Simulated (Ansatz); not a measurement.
# K on Co(0001): change of the work function, part 4 of 4

Aim: the work function of Co(0001) at several coverages of K (fcc site), and the dipole that each adsorbate carries.

Ansatz 0.2.0; plane-wave DFT, PBE, Ansatz PAW.

So far, work function, upper face (eV): step 2 (the clean slab) 4.93; step 3 (37 atoms, coverage 0.111 ML, cell 3x3) 1.71.

### Step 4. Adsorbate added, k-mesh 6×6×1, coverage 0.25 ML (continued)

Projected DOS per atom, spin up over height of the atomic layer and energy from the Fermi level. Layers: Co4 Co4 Co4 Co4 K from below.

Ten even steps from '_' (0.00 states/eV) to '@' (2.02 states/eV), each cell a mean:
```
__________
__________
________::
__________
..____..::
....::::__
**@@@@##__
##++++**__
**====++__
@@**##@@__
%%****%%__
--====--__
========__
--====--__
..--==::__
..::::..__
__________
__________
__________
__________
__________
__________
```
Columns: height of the atomic layer (Å) from 9 to 17.9 (not evenly spaced); rows upwards: energy from the Fermi level (eV) from -7.96 to 1.95.

Projected DOS per atom, spin down over height of the atomic layer and energy from the Fermi level. Layers: Co4 Co4 Co4 Co4 K from below.

Values in states/eV, 22 rows by 5 columns, each cell a mean:
```
0.16 0.13 0.13 0.16 0.10
0.76 1.01 1.07 0.81 0.28
1.46 1.51 1.45 1.37 0.30
1.31 0.86 0.86 1.23 0.35
0.74 0.68 0.56 0.72 0.12
1.34 1.12 1.09 1.10 0.08
1.78 1.10 1.28 1.81 0.14
1.16 1.02 0.85 1.17 0.25
0.41 0.48 0.47 0.49 0.12
0.84 0.94 0.85 0.82 0.00
0.40 0.58 0.64 0.51 0.00
0.42 0.68 0.74 0.47 0.00
0.20 0.39 0.43 0.24 0.01
0.19 0.29 0.33 0.22 0.01
0.14 0.21 0.23 0.16 0.01
0.10 0.08 0.09 0.11 0.01
0.06 0.07 0.07 0.06 0.00
0.05 0.10 0.10 0.06 0.00
0.05 0.07 0.06 0.05 0.00
0.05 0.09 0.09 0.06 0.00
0.01 0.04 0.05 0.02 0.00
0.01 0.04 0.05 0.01 0.00
```
Columns: height of the atomic layer (Å) from 9 to 17.9 (not evenly spaced); rows upwards: energy from the Fermi level (eV) from -7.96 to 1.95.

Site moment by atom:

```csv
atom,site moment (μB)
Co1,1.82
Co2,1.76
Co3,1.73
Co4,1.75
Co5,1.82
Co6,1.76
Co7,1.73
Co8,1.75
Co9,1.82
Co10,1.76
Co11,1.73
Co12,1.75
Co13,1.82
Co14,1.75
Co15,1.73
Co16,1.79
K17,-0.01
```

Spin density in the ca plane at fractional y = 0.000, with atoms of Co within 0.2 Å of it.

Ten even steps from '0' (0.0 e/Å³) to '9' (5.5 e/Å³), each cell a mean:
```
00000015200000000153000000000000000000000000
00000000000000000000000000000000000000000000
00000000000000000000000000000000000000000000
00000000000000000000000000000000000000000000
00000000000000000000000000000000000000000000
00000015200000000153000000000000000000000000
00000029500000000395000000000000000000000000
00000001100000000011000000000000000000000000
00000000000000000000000000000000000000000000
00000000000000000000000000000000000000000000
00000000000000000000000000000000000000000000
00000001100000000011000000000000000000000000
00000029500000000395000000000000000000000000
```
Columns run along c (16.0 Å, from fractional 0.31 to 0.90 of the cell), rows up along a (5.0 Å). Atoms in or near the plane, at fractional coordinates: Co at (0.41, 0.00), Co at (0.55, 0.00), Co at (0.41, 0.50), Co at (0.55, 0.50).

Electrostatic potential energy in the ca plane at fractional y = 0.000, with atoms of Co within 0.2 Å of it. With pseudopotentials it is smooth inside the atoms' cores, unlike the true potential.

Values in eV, 7 rows by 16 columns, each cell a mean:
```
  0   1 -35 -16   1   1 -35 -16   6   6   5   6   6   7   7   7
-15  -2   0   2 -13  -4   0   4   7   7   6   6   6   7   7   7
 -3   1 -25 -10  -2   0 -25  -9   7   6   5   6   6   7   7   7
  4   1 -47 -24   4   1 -47 -24   5   3   4   5   6   7   7   7
 -8   0 -13  -3  -6  -1 -12  -2   4 -10  -1   5   6   7   7   7
-12  -1  -5   0 -10  -3  -4   2   3 -13  -2   5   6   7   7   7
  3   1 -44 -22   3   1 -43 -21   5   1   3   5   6   7   7   7
```
Columns run along c (16.0 Å, from fractional 0.31 to 0.90 of the cell; values clipped at the 3rd and 97th percentile), rows up along a (5.0 Å). Atoms in or near the plane, at fractional coordinates: Co at (0.41, 0.00), Co at (0.55, 0.00), Co at (0.41, 0.50), Co at (0.55, 0.50).

Valence density in the ca plane at fractional y = 0.000, with atoms of Co within 0.2 Å of it. It is the smooth field of the valence electrons, not physical close to the nuclei.

Values in e/Å³, 7 rows by 16 columns, each cell a mean:
```
 0  0  8  2  0  0  9  2  0  0  0  0  0  0  0  0
 1  0  0  0  1  1  0  0  0  0  0  0  0  0  0  0
 0  0  4  1  0  0  4  1  0  0  0  0  0  0  0  0
 0  0 19  5  0  0 19  4  0  0  0  0  0  0  0  0
 1  0  1  1  1  0  1  1  0  1  0  0  0  0  0  0
 1  0  1  0  1  0  1  0  0  1  0  0  0  0  0  0
 0  0 16  4  0  0 15  4  0  0  0  0  0  0  0  0
```
Columns run along c (16.0 Å, from fractional 0.31 to 0.90 of the cell), rows up along a (5.0 Å). Atoms in or near the plane, at fractional coordinates: Co at (0.41, 0.00), Co at (0.55, 0.00), Co at (0.41, 0.50), Co at (0.55, 0.50).

The relaxation took 4 steps and lowered the energy by 0.034 eV; the largest force on the free atoms ends at 0.016 eV/Å.

By hand: a sheet of dipoles makes a step −p/(ε₀A) in the electron's potential. With e/ε₀ = 180.95 V·Å, p = 0.3520 e·Å and A = 21.82 Å², that is −180.95 × (0.3520) / 21.82 = -2.919 eV, and the two vacuum levels of the run differ by -2.919 eV.

The covered face has 2.06 eV, -2.87 eV against the clean one; the bare back face has moved by -0.01 eV, a measure of how thin the slab is.

### Step 5. Work function against coverage

This step: plane-wave DFT, PBE, Ansatz PAW; work function against coverage (Ansatz 0.2.0).

The runs are now put side by side.

This step gave:

```
work function of the clean face     : 4.925 eV
largest change of the work function : -3.217 eV
```

Work function of the covered face against coverage:

```
coverage (adsorbates/nm²)  work function of the covered face (eV)
                     0.00                                    4.93
                     2.04                                    1.71
                     4.58                                    2.06
```

The dipole per adsorbate comes from the change of the cell's dipole. Coverage, by row:

```
coverage (1/nm²)  coverage (ML)  work function (eV)  change (eV)  dipole per adsorbate, positive end outwards (debye)  mean height of the added atoms over the highest substrate atom (Å)
           2.036         0.1111               1.708       -3.217                                                4.169                                                               2.801
           4.582           0.25               2.058       -2.868                                                1.654                                                               2.834
```

### Step 6. Results

* work function of the clean face: 4.93 eV
* work function at 0.11 ML: 1.71 eV
* work function at 0.25 ML: 2.06 eV
* dipole per adsorbate at 0.11 ML, positive end outwards: 4.17 D

K lowers the work function of Co(0001) at the lowest coverage, by 3.22 eV: the adsorbate layer has its positive end outwards. The slab has 4 layers, at the tabulated experimental lattice constant, one starting site was run, and quantum-size effects of a slab this thin can reach one or two tenths of an eV. The magnetic order is the one reached from the typed start; other orders were not compared.

[Long decimals in the printed logs are rounded to 6 places.]

[Logs are printed without paths, hosts, clocks, repeated set-up lines and the standing remarks that a program may print on its own settings, such as how far it seeks lower states.]

[Hosts, paths, dates, database ids (printed as entryN), source tags and the programs' standing remarks are cut or masked in the printed files.]

[Maps of the electrostatic potential energy from Ansatz leave out the sawtooth potential of an applied field or a dipole correction, so their vacuum need not be flat; planar profiles and work functions include it.]
